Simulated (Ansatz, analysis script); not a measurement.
## Fixed-spin-moment curve of a free-standing square Co monolayer, spacing 2.375 Å

Aim: the energy of a free-standing square Co monolayer, spacing 2.375 Å as its total moment is fixed at a series of values, and its answer to a field.

Calculated with Ansatz 0.2.0; PBE, PAW set soft_1.

**1. Set-up**

The cell holds 1 atom: 1 Co. Its edges and angles: a = 2.375 Å, b = 2.375 Å, c = 14.000 Å, α = 90.0°, β = 90.0°, γ = 90.0°. An idealised lattice of chosen spacing, in vacuum. Vacuum lies along c.

Coordinates:

```cif
data_structure
_symmetry_space_group_name_H-M 'P 1'
_symmetry_Int_Tables_number 1
_cell_length_a 2.3750
_cell_length_b 2.3750
_cell_length_c 14.0000
_cell_angle_alpha 90.000
_cell_angle_beta 90.000
_cell_angle_gamma 90.000
_cell_volume 78.97
loop_
_atom_site_label
_atom_site_type_symbol
_atom_site_fract_x
_atom_site_fract_y
_atom_site_fract_z
_atom_site_occupancy
Co1 Co 0.00000 0.00000 0.50000 1
```

**2. Two spin channels first**

First a free collinear run, to see which state the typed moments lead to.

Contents of input.yaml:

```yaml
crystal:
  lattice:
    - [2.375, 0.0, 0.0]
    - [0.0, 2.375, 0.0]
    - [0.0, 0.0, 14.0]
  atoms:
    - { symbol: Co, position: [0.0, 0.0, 0.5], spin: 2.0 }
magnetization:
  spin_polarized: true
kpoints:
  mp_grid: { grid: [9, 9, 1] }
hamiltonian:
  xc: pbe
  pseudopotentials: { kind: paw, azcp: { folder: soft_1 } }
scf:
  occupations: { method: fermi_dirac, width: 0.1 }
  max_iter: 120
  convergence: { dr2_threshold: 1.0e-08 }
  lower_state_search: "off"
```

Command:

```console
$ ansatz run input.yaml --threads 2 --pin off --max-ram 5120MiB --backend cpu --events-out ev --progress --plain --runs-dir out
```

Numbers of over 12 decimals in the logs are rounded to 6 here.

What it wrote:

```text
Engine: ansatz 0.2.0, aarch64-unknown-linux-gnu
Pseudopotentials: kind: paw
Pseudopotential: Co, paw, valence charge 17, recommended cutoff 420 eV (normal), soft_1/Co.paw.azcp
Functional definition: PBE
  parameter kappa = 0.804
  parameter beta = 0.066725
  exchange = pbe_x(kappa = kappa, mu = beta*pi^2/3)
  correlation = pbe_c(beta = beta)
Crystal: 1 atoms, lattice volume = 78.969 Å³
Basis set: ecut = 420 eV, 1515 PW (Γ)
Bands: 14, of which v1, the nominal top of the filled ones, is band 9 counted from 1 (8 counted from 0)
Symmetry: 16 space group operations
Space group: P4/mmm (ITA 123), of the structure as read, at distance tolerance 4.3e-5 Å
Magnetic group: BNS 123.339 (UNI 999), of the structure as read, at distance tolerance 4.3e-5 Å
k-points: 15 of 81
Non-local potential: Co, projectors of the file, l = 0: 3, l = 1: 2, l = 2: 3, l = 3: 1
PAW form: soft (Blöchl's): semilocal exchange-correlation on the pseudo side does not see the compensation charge
PAW one-centre angular grid: Co, 590 points (default); XC on 64 Gauss nodes
Initial density: superposition of atomic densities (neutral atoms: chi_scale 0, normalization atom)
Starting moments: Σ|m| = 2 μB on 1 of 1 site
Initial wavefunctions: pseudopotential atomic-orbital guess
Functional: x = pbe(κ = 0.804, μ = 0.219515), c = pbe(β = 0.066725)
SCF iter   1: F=—  HF=-5124.734036 eV  |F-HF|=—  |Δ(HF+E_count)|=         —  Δρ=3.54e-2 (↑3.54e-2 ↓2.69e-2)  dr2=2.55e0  dr2_m=4.74e-2  M=1.910 μB ∫|m|=1.916 μB  β_m=1.00  ethr=3.10e-3  ⟨swp⟩=6.1  Hψ=2452  notcnv=0
preconditioner: auto → LDOS  [metal: Δε(μ)=0.066 eV  Ē_g=9.416 eV  σ=0.100 eV  W_gap=0.16  n_scr=8 (ndim 8)  ℏωp=12.5 eV  f_vac=0.692  D(μ)=2.26/eV (n_scr^D=10)]
spin=Collinear: LDOS preconditioning applied to the charge; magnetization (m = ρ↑ − ρ↓) channel mixes plain (no charge-response kernel on spin).
SCF iter   2: F=—  HF=-5124.497134 eV  |F-HF|=—  |Δ(HF+E_count)|=   2.37e-1  Δρ=2.08e-2 (↑2.08e-2 ↓9.32e-3)  dr2=8.01e-1  dr2_m=3.36e-2  M=1.914 μB ∫|m|=1.976 μB  β_m=1.00  ethr=3.10e-3  ⟨swp⟩=2.8  Hψ=942  notcnv=0  defer=7
SCF iter   3: F=—  HF=-5124.348825 eV  |F-HF|=—  |Δ(HF+E_count)|=   1.48e-1  Δρ=7.50e-3 (↑7.50e-3 ↓4.63e-3)  dr2=1.05e-1  dr2_m=1.14e-2  M=1.924 μB ∫|m|=2.033 μB  β_m=1.00  ethr=3.10e-3  ⟨swp⟩=2.6  Hψ=634  notcnv=0  defer=7
SCF iter   4: F=—  HF=-5124.344080 eV  |F-HF|=—  |Δ(HF+E_count)|=   4.75e-3  Δρ=3.48e-3 (↑2.77e-3 ↓3.48e-3)  dr2=6.41e-3  dr2_m=4.13e-3  M=1.938 μB ∫|m|=2.080 μB  β_m=1.00  ethr=6.16e-4  ⟨swp⟩=2.5  Hψ=733  notcnv=0  defer=7
SCF iter   5: F=—  HF=-5124.370466 eV  |F-HF|=—  |Δ(HF+E_count)|=   2.64e-2  Δρ=1.42e-3 (↑1.42e-3 ↓1.25e-3)  dr2=6.32e-4  dr2_m=9.30e-4  M=1.950 μB ∫|m|=2.103 μB  β_m=1.00  ethr=3.77e-5  ⟨swp⟩=2.2  Hψ=749  notcnv=0  defer=7
SCF iter   6: F=—  HF=-5124.383167 eV  |F-HF|=—  |Δ(HF+E_count)|=   1.27e-2  Δρ=1.39e-3 (↑4.61e-4 ↓1.39e-3)  dr2=7.80e-4  dr2_m=4.44e-4  M=1.962 μB ∫|m|=2.119 μB  β_m=0.30  ethr=3.71e-6  ⟨swp⟩=2.1  Hψ=869  notcnv=0  defer=6
Mixer restart at iter 6: flushing history
spin-set hold released at iteration 6 (site moments contracting): the magnetisation degrees of freedom join the quasi-Newton model from the next iteration; the mixer history was flushed
SCF iter   7: F=—  HF=-5124.390913 eV  |F-HF|=—  |Δ(HF+E_count)|=   7.75e-3  Δρ=1.43e-3 (↑5.04e-4 ↓1.43e-3)  dr2=6.63e-4  dr2_m=5.75e-4  M=1.967 μB ∫|m|=2.126 μB  β_m=0.65  ethr=3.71e-6  ⟨swp⟩=2.0  Hψ=611  notcnv=0  defer=6
SCF iter   8: F=—  HF=-5124.399167 eV  |F-HF|=—  |Δ(HF+E_count)|=   8.25e-3  Δρ=6.56e-4 (↑3.79e-4 ↓6.56e-4)  dr2=1.07e-4  dr2_m=1.72e-4  M=1.979 μB ∫|m|=2.147 μB  β_m=0.82  ethr=3.71e-6  ⟨swp⟩=2.0  Hψ=795  notcnv=0  defer=6
SCF iter   9: F=—  HF=-5124.399328 eV  |F-HF|=—  |Δ(HF+E_count)|=   1.60e-4  Δρ=1.36e-4 (↑6.96e-5 ↓1.36e-4)  dr2=1.92e-5  dr2_m=1.83e-6  M=1.979 μB ∫|m|=2.148 μB  β_m=0.91  ethr=6.30e-7  ⟨swp⟩=2.0  Hψ=726  notcnv=0  defer=5
SCF iter  10: F=—  HF=-5124.399344 eV  |F-HF|=—  |Δ(HF+E_count)|=   1.59e-5  Δρ=1.95e-4 (↑8.85e-5 ↓1.95e-4)  dr2=3.33e-5  dr2_m=2.81e-6  M=1.978 μB ∫|m|=2.147 μB  β_m=0.80  ethr=1.13e-7  ⟨swp⟩=2.7  Hψ=752  notcnv=0  defer=4
SCF iter  11: F=—  HF=-5124.399345 eV  |F-HF|=—  |Δ(HF+E_count)|=   1.87e-6  Δρ=6.09e-5 (↑2.22e-5 ↓6.09e-5)  dr2=2.18e-6  dr2_m=4.71e-7  M=1.978 μB ∫|m|=2.148 μB  β_m=0.90  ethr=1.13e-7  ⟨swp⟩=2.1  Hψ=522  notcnv=0  defer=4
SCF iter  12: F=—  HF=-5124.399347 eV  |F-HF|=—  |Δ(HF+E_count)|=   1.88e-6  Δρ=4.57e-5 (↑1.71e-5 ↓4.57e-5)  dr2=1.60e-6  dr2_m=1.95e-7  M=1.978 μB ∫|m|=2.148 μB  β_m=0.86  ethr=1.28e-8  ⟨swp⟩=2.5  Hψ=598  notcnv=0  defer=3
SCF iter  13: F=—  HF=-5124.399348 eV  |F-HF|=—  |Δ(HF+E_count)|=   5.35e-7  Δρ=6.75e-6 (↑3.88e-6 ↓6.75e-6)  dr2=3.25e-8  dr2_m=7.05e-9  M=1.979 μB ∫|m|=2.148 μB  β_m=0.85  ethr=9.44e-9  ⟨swp⟩=2.4  Hψ=588  notcnv=0  defer=3
iter 14 met the thresholds in force, and the SCF goes on: an eigenvalue changes by 0.71 meV, over its tolerance of 0.16 meV (output.eigenvalues, Limitations)
SCF iter  14: F=-5124.399348 eV  HF=-5124.399348 eV  |F-HF|=5.21e-10  |Δ(HF+E_count)|=   2.70e-8  Δρ=6.94e-7 (↑4.00e-7 ↓6.94e-7)  dr2=4.86e-10  dr2_m=9.63e-11  M=1.979 μB ∫|m|=2.148 μB  β_m=0.93  ethr=5.88e-11  ⟨swp⟩=3.0  Hψ=1024  notcnv=0
SCF iter  15: F=-5124.399348 eV  HF=-5124.399348 eV  |F-HF|=1.18e-11  |Δ(HF+E_count)|=  7.73e-10  Δρ=7.66e-8 (↑4.87e-8 ↓7.66e-8)  dr2=5.79e-12  dr2_m=8.30e-13  M=1.979 μB ∫|m|=2.148 μB  ethr=2.86e-12  ⟨swp⟩=1.2  Hψ=1169  notcnv=0
SCF 1 converged in 15 iterations: F = -5124.399348 eV  dr2 = 5.79e-12
  greatest PAW one-centre occupation: 1.002 electrons in one spin orbital (limit 2), on the Co atom at site 0 (counted from 0), in its partial waves of l = 1
SCF converged after 15 iterations
an eigenvalue changed by more than its tolerance at an iteration that met the thresholds in force, so the SCF went on 1 time: the last check found none over its tolerance
Magnetization: 1.9787 μB (9.4894 up, 7.5106 down)
Absolute magnetization: 2.1483 μB (∫|ρ↑−ρ↓|, with the PAW one-centre terms)
Spin contamination: 0.0501 ħ² per cell (⟨S²⟩ above its minimum at these occupations)
Per-site moments (μB) at R_I (Å): [(2.020043, 0.979687)]
Free energy (F): -5124.399348 eV
Harris-Foulkes:  -5124.399348 eV  (|F-HF|=1.18e-11)
Internal energy: -5124.341672 eV  (E = F + TS)
E sigma→0 (E₀):  -5124.370510 eV
Entropy (-TS):   -0.057676 eV (-57.676 meV/atom)
Fermi energy:    -1.435410 eV
--- Per-component energies (eV) ---
  E_band       = -582.046484
  E_kinetic    = 288.014734
  E_local      = -11721.783119  (includes V_loc(G=0)·N_el)
  E_nonlocal   = 438.301180
  E_hartree    = 5543.366959
  E_xc         = -88.811404
  E_vxc        = -113.989402  (∫ρ·V_xc dr)
  E_paw        = -1574.543682  (= ΣΔE_a)
  E_vpaw       = -559.323890  (= ΣTr[D̂ρ^β])
  E_aug_tail   = -0.000017  (compensation charges beyond the density's cutoff)
  E_ewald      = 1991.113677
  E_smearing   = -0.057676  (= −TS)
  E_closure    = -0.000000  (closes the sum)
  Σ components = -5124.399348   (vs F -5124.399348, Δ=0.00e0)
```

Wall time 1.2 s (2 threads of Arm Neoverse V2, shared host); peak memory 0.31 GiB; 2.2 s of CPU time.

Spin moment in the atom's sphere by atom:

```csv
atom,spin moment in the atom's sphere (μB)
Co1,2.02
```

The run ends ferromagnetic, with a net moment of 1.98 μB a cell. With one Co atom carrying the moment, parallel order of its images is forced by the cell, not found.

**3. Mesh refined**

Levels at the Fermi energy are partly filled, so moments and energy differences can hang on the k-mesh, and the state is solved again on a denser one.

input.yaml, the sections that differ from step 2:

```yaml
crystal:
  lattice:
    - [2.375, 0.0, 0.0]
    - [0.0, 2.375, 0.0]
    - [0.0, 0.0, 14.0]
  atoms:
    - { symbol: Co, position: [0.0, 0.0, 0.5], spin: 2.02 }
kpoints:
  mp_grid: { grid: [23, 23, 1] }
basis:
  ecutwfc: 420.0
checkpoint:
  read: start
  write: ck
  compress: false
  write_wavefunctions: false
  write_every: 100000
# magnetization, hamiltonian, scf: as in step 2
```

What it wrote:

```text
[...]
SCF converged after 9 iterations
[...]
Magnetization: 1.9977 μB (9.4988 up, 7.5012 down)
Absolute magnetization: 2.1530 μB (∫|ρ↑−ρ↓|, with the PAW one-centre terms)
[...]
Per-site moments (μB) at R_I (Å): [(2.029107, 0.979687)]
Free energy (F): -5124.392414 eV
[...]
Internal energy: -5124.336108 eV  (E = F + TS)
E sigma→0 (E₀):  -5124.364261 eV
Entropy (-TS):   -0.056306 eV (-56.306 meV/atom)
Fermi energy:    -1.461025 eV
[...]
```

The job ended after 3.5 s (2 threads; peak memory 0.43 GiB; 6.7 s of CPU time).

Spin moment in the atom's sphere by atom:

```csv
atom,spin moment in the atom's sphere (μB)
Co1,2.03
```

The run ends ferromagnetic, with a net moment of 2.00 μB a cell, against 1.98 μB on the first mesh.

**4. Without spin**

The state without spin is the zero of E(M).

input.yaml, the sections that differ from step 3:

```yaml
crystal:
  lattice:
    - [2.375, 0.0, 0.0]
    - [0.0, 2.375, 0.0]
    - [0.0, 0.0, 14.0]
  atoms:
    - { symbol: Co, position: [0.0, 0.0, 0.5] }
scf:
  occupations: { method: fermi_dirac, width: 0.1 }
  max_iter: 120
  convergence: { dr2_threshold: 1.0e-08 }
# kpoints, hamiltonian, basis: as in step 3
# magnetization: removed
# checkpoint: removed
```

Command:

```console
$ ansatz run input.yaml --threads 1 --pin off --max-ram 2560MiB --backend cpu --events-out ev --progress --plain --runs-dir out
```

What it wrote:

```text
[...]
Crystal: 1 atoms, lattice volume = 78.969 Å³
Basis set: ecut = 420 eV, 1515 PW (Γ)
Bands: 13, of which v1, the nominal top of the filled ones, is band 9 counted from 1 (8 counted from 0)
Symmetry: 16 space group operations
[...]
k-points: 78 of 529
[...]
SCF iter   1: F=—  HF=-5124.397080 eV  |F-HF|=—  |Δ(HF+E_count)|=         —  Δρ=7.03e-2  dr2=3.18e0  ethr=3.10e-3  ⟨swp⟩=5.7  Hψ=5965  notcnv=0
[...]
SCF iter   9: F=-5123.884047 eV  HF=-5123.884047 eV  |F-HF|=1.86e-8  |Δ(HF+E_count)|=   5.80e-7  Δρ=2.93e-6  dr2=3.51e-9  ethr=5.88e-11  ⟨swp⟩=2.1  Hψ=3109  notcnv=0
SCF 1 converged in 9 iterations: F = -5123.884047 eV  dr2 = 3.51e-9
[...]
SCF converged after 9 iterations
Free energy (F): -5123.884047 eV
[...]
Internal energy: -5123.728942 eV  (E = F + TS)
E sigma→0 (E₀):  -5123.806494 eV
Entropy (-TS):   -0.155105 eV (-155.105 meV/atom)
Fermi energy:    -1.883914 eV
[...]
```

Wall time 3.1 s (1 thread); peak memory 0.4 GiB.

The free collinear run lies 508 meV below it.

**5. Without spin, levels printed**

Edit input.yaml of step 4 so:

```diff
@@ -18 +18,3 @@
   ecutwfc: 420.0
+output:
+  eigenvalues: true
```

What it wrote:

```text
[...]
Crystal: 1 atoms, lattice volume = 78.969 Å³
Basis set: ecut = 420 eV, 1515 PW (Γ)
Bands: 13, of which v1, the nominal top of the filled ones, is band 9 counted from 1 (8 counted from 0)
Symmetry: 16 space group operations
[...]
k-points: 78 of 529
[...]
Fermi energy:    -1.883914 eV
[...]
--- Band table (eV; the first three rows and the last of 78) ---
  k-point 0: bands = [... 5 lower, -4.6539, -3.1112, -1.6923, -1.6923, -1.3844, -0.8943, 2.9078, 3.9142]
  k-point 1: bands = [... 5 lower, -4.6310, -3.0951, -1.8214, -1.6893, -1.4055, -0.7401, 2.9560, 3.9684]
  k-point 2: bands = [... 5 lower, -4.5616, -3.0476, -2.0787, -1.6808, -1.4669, -0.4050, 3.1007, 4.1303]
  k-point 77: bands = [... 5 lower, -3.1436, -3.1362, -1.7545, -0.6527, 5.6908, 5.9824, 10.8913, 11.5031]
[key lines of the parts left out:]
SCF converged after 9 iterations
Free energy (F): -5123.884047 eV
```

Elapsed: 3.3 s, on 1 thread; peak memory 0.39 GiB.

**6. Total moment fixed at 0.236 μB**

Two Fermi levels, one a spin, hold the total moment exactly, which reaches states that a free run would leave.

input.yaml, the sections that differ from step 5:

```yaml
crystal:
  lattice:
    - [2.375, 0.0, 0.0]
    - [0.0, 2.375, 0.0]
    - [0.0, 0.0, 14.0]
  atoms:
    - { symbol: Co, position: [0.0, 0.0, 0.5], spin: 0.236 }
magnetization:
  spin_polarized: true
  initial_magnetization: 0.236
  spin_locking: { lock_magnetization: hard }
scf:
  occupations: { method: fermi_dirac, width: 0.1 }
  max_iter: 120
  convergence: { dr2_threshold: 1.0e-08 }
  lower_state_search: "off"
# kpoints, hamiltonian, basis: as in step 5
# output: removed
```

What it wrote:

```text
[...]
Crystal: 1 atoms, lattice volume = 78.969 Å³
Basis set: ecut = 420 eV, 1515 PW (Γ)
Bands: 13, of which v1, the nominal top of the filled ones, is band 9 counted from 1 (8 counted from 0)
Symmetry: 16 space group operations
[...]
k-points: 78 of 529
[...]
Starting moments: Σ|m| = 0.236 μB on 1 of 1 site
[...]
SCF iter   1: F=—  HF=-5124.404761 eV  |F-HF|=—  |Δ(HF+E_count)|=         —  Δρ=3.71e-2 (↑3.71e-2 ↓3.33e-2)  dr2=3.18e0  dr2_m=3.56e-3  M=0.236 μB ∫|m|=0.245 μB  β_m=0.30  ethr=3.10e-3  ⟨swp⟩=5.7  Hψ=11918  notcnv=0
[...]
SCF iter  24: F=-5123.900635 eV  HF=-5123.900635 eV  |F-HF|=1.57e-10  |Δ(HF+E_count)|=   1.19e-8  Δρ=9.39e-7 (↑9.39e-7 ↓3.76e-7)  dr2=6.60e-10  dr2_m=1.06e-10  M=0.236 μB ∫|m|=0.355 μB  ethr=2.44e-11  ⟨swp⟩=1.0  Hψ=6068  notcnv=0
The SCF converged. Along the directions that its mixing steps explored, a Ritz value of the dielectric operator 1 − χ₀K read negative at each of the last 4 readings (its real part and the size of its imaginary part sum to between -0.23 and -0.21).
SCF 1 converged in 24 iterations: F = -5123.900635 eV  dr2 = 6.60e-10
[...]
No search for a lower state was made along the close's negative reading: the deck asks for none (scf.lower_state_search: off) (following: asked_to_warn; scf.lower_state_search in the input reference).
SCF converged after 24 iterations
Magnetization: 0.2360 μB (8.6180 up, 8.3820 down)
Absolute magnetization: 0.3584 μB (∫|ρ↑−ρ↓|, with the PAW one-centre terms)
[...]
Per-site moments (μB) at R_I (Å): [(0.273808, 0.979687)]
Free energy (F): -5123.900635 eV
[...]
Internal energy: -5123.761116 eV  (E = F + TS)
E sigma→0 (E₀):  -5123.830875 eV
Entropy (-TS):   -0.139519 eV (-139.519 meV/atom)
Fermi energy:    -1.896806 (↑ -1.995344, ↓ -1.798267) eV
[...]
```

The job ended after 14 s (1 thread; peak memory 0.41 GiB).

The energy is -16.6 meV from the state without spin, and the largest site carries 0.274 μB.

**7. Total moment fixed at 0.472 μB**

input.yaml, the sections that differ from step 6:

```yaml
crystal:
  lattice:
    - [2.375, 0.0, 0.0]
    - [0.0, 2.375, 0.0]
    - [0.0, 0.0, 14.0]
  atoms:
    - { symbol: Co, position: [0.0, 0.0, 0.5], spin: 0.472 }
magnetization:
  spin_polarized: true
  initial_magnetization: 0.472
  spin_locking: { lock_magnetization: hard }
# kpoints, hamiltonian, scf, basis: as in step 6
```

What it wrote:

```text
[...]
Crystal: 1 atoms, lattice volume = 78.969 Å³
Basis set: ecut = 420 eV, 1515 PW (Γ)
Bands: 13, of which v1, the nominal top of the filled ones, is band 9 counted from 1 (8 counted from 0)
Symmetry: 16 space group operations
[...]
k-points: 78 of 529
[...]
Starting moments: Σ|m| = 0.472 μB on 1 of 1 site
[...]
SCF converged after 33 iterations
Magnetization: 0.4720 μB (8.7360 up, 8.2640 down)
Absolute magnetization: 0.6005 μB (∫|ρ↑−ρ↓|, with the PAW one-centre terms)
[...]
Per-site moments (μB) at R_I (Å): [(0.530899, 0.979687)]
Free energy (F): -5123.933200 eV
[...]
Internal energy: -5123.797023 eV  (E = F + TS)
E sigma→0 (E₀):  -5123.865112 eV
Entropy (-TS):   -0.136177 eV (-136.177 meV/atom)
Fermi energy:    -1.908181 (↑ -2.085420, ↓ -1.730941) eV
[...]
```

It took 18 s on 1 thread; peak memory 0.41 GiB.

The energy is -49.2 meV from the state without spin, and the largest site carries 0.531 μB.

**8. Total moment fixed at 1.653 μB**

input.yaml, the sections that differ from step 7:

```yaml
crystal:
  lattice:
    - [2.375, 0.0, 0.0]
    - [0.0, 2.375, 0.0]
    - [0.0, 0.0, 14.0]
  atoms:
    - { symbol: Co, position: [0.0, 0.0, 0.5], spin: 1.653 }
magnetization:
  spin_polarized: true
  initial_magnetization: 1.653
  spin_locking: { lock_magnetization: hard }
# kpoints, hamiltonian, scf, basis: as in step 7
```

What it wrote:

```text
[...]
Crystal: 1 atoms, lattice volume = 78.969 Å³
Basis set: ecut = 420 eV, 1515 PW (Γ)
Bands: 14, of which v1, the nominal top of the filled ones, is band 9 counted from 1 (8 counted from 0)
Symmetry: 16 space group operations
[...]
k-points: 78 of 529
[...]
Starting moments: Σ|m| = 1.653 μB on 1 of 1 site
[...]
Magnetization: 1.6530 μB (9.3265 up, 7.6735 down)
Absolute magnetization: 1.9089 μB (∫|ρ↑−ρ↓|, with the PAW one-centre terms)
[...]
Per-site moments (μB) at R_I (Å): [(1.750645, 0.979687)]
Free energy (F): -5124.330046 eV
[...]
Internal energy: -5124.266411 eV  (E = F + TS)
E sigma→0 (E₀):  -5124.298229 eV
Entropy (-TS):   -0.063634 eV (-63.634 meV/atom)
Fermi energy:    -1.761773 (↑ -2.098746, ↓ -1.424801) eV
[...]
[key lines of the parts left out:]
SCF converged after 11 iterations
```

It took 7.5 s on 1 thread; peak memory 0.41 GiB.

The energy is -446 meV from the state without spin, and the largest site carries 1.75 μB.

[end of part 1 of 2]

[Logs and program files are shortened in this print: banners, set-up blocks, solver, clock and traceback lines can be left out without a mark of their own.]

[Logs are printed without paths, hosts, clocks, repeated set-up lines and the standing remarks that a program may print on its own settings, such as how far it seeks lower states.]

[Hosts, paths, dates, database ids (printed as entryN), source tags and the programs' standing remarks are cut or masked in the printed files.]
